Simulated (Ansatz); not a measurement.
**Si in Ansatz: the effect of exact exchange**

The system is Si.

```
Si
1.0
     0.00000    2.72185    2.72185
     2.72185    0.00000    2.72185
     2.72185    2.72185    0.00000
Si
2
Direct
  0.50000 0.50000 0.50000
  0.75000 0.75000 0.75000
```

Alike in all runs:

```yaml
Program: Ansatz 0.2.0
Task: single point
Functional: HSE(alpha, omega)
Potentials_or_basis: all-electron PAW datasets made for the crystal
Cutoff: 200 eV (chosen from the basis error)
k_mesh: 4 × 4 × 4
Occupations: fermi-dirac, width 0.05 eV
Spin: no spin polarisation
```

| exact exchange | gap on the mesh (eV) | pressure (GPa) |
| --- | --- | --- |
| 0.05 | ? | ? |
| 0.1 | 0.96 | 1.3 |
| 0.15 | 1.08 | 1.0 |
| 0.2 | 1.21 | 0.6 |
| 0.25 | 1.35 | 0.3 |
| 0.3 | 1.48 | 0.0 |
| 0.4 | 1.76 | -0.6 |
| 0.5 | 2.05 | -1.1 |

Task: What does the run with exact exchange 0.05 give?

Result: gap on the mesh 0.83 eV; pressure 1.6 GPa.

Worked out: A parabola through the other rows of the gap on the mesh, of slope 2.44 eV per unit of exact exchange there, extrapolates to 0.83 eV, against the run's 0.83. A straight line through the other rows of the pressure, of slope -6.05 GPa per unit of exact exchange, extrapolates to 1.6 GPa, against the run's 1.6.

Caveats: all runs use coarse meshes.

A k mesh can miss the band edges.

Runs at the PBE level aren't shown here.
